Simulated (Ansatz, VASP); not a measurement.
## Ge3S in VASP and in Ansatz

```xyz
4
Lattice="-2.6841 2.6841 2.6841 2.6841 -2.6841 2.6841 2.6841 2.6841 -2.6841" Properties=species:S:1:pos:R:3 pbc="T T T"
Ge    2.6841    0.0000    0.0000
Ge    0.0000    2.6841    0.0000
Ge    0.0000    0.0000    2.6841
S     0.0000    0.0000    0.0000
```

Change from the starting cell: species swapped into the Sb3Au type (Im-3m, No. 229).

Alike in both runs: functional PBE; k mesh 12 × 12 × 12; occupations gaussian, width 0.1 eV; no spin polarisation.

Ansatz relaxed the structure, and its values are those at the end. VASP's run is a single point on that final structure, the one shown.

|  | VASP | Ansatz |
| --- | --- | --- |
| version | VASP 6.6.1 | Ansatz 0.2.0 |
| potentials or method | VASP PAW PBE potentials, release 64 (Ge_d, S) | scalar-relativistic, plane waves, PAW |
| plane-wave cutoff (eV) | 520 | 420 |
| valence electrons in the cell | 48 | 48 |

|  | VASP | Ansatz | Ansatz less VASP |
| --- | --- | --- | --- |
| gap on the k mesh at the Fermi level (eV) | none | none | - |
| pressure (GPa) | 0.2 | 0.0 | -0.19 |

A gap of «none» marks a metal or a gap that the smearing closes.
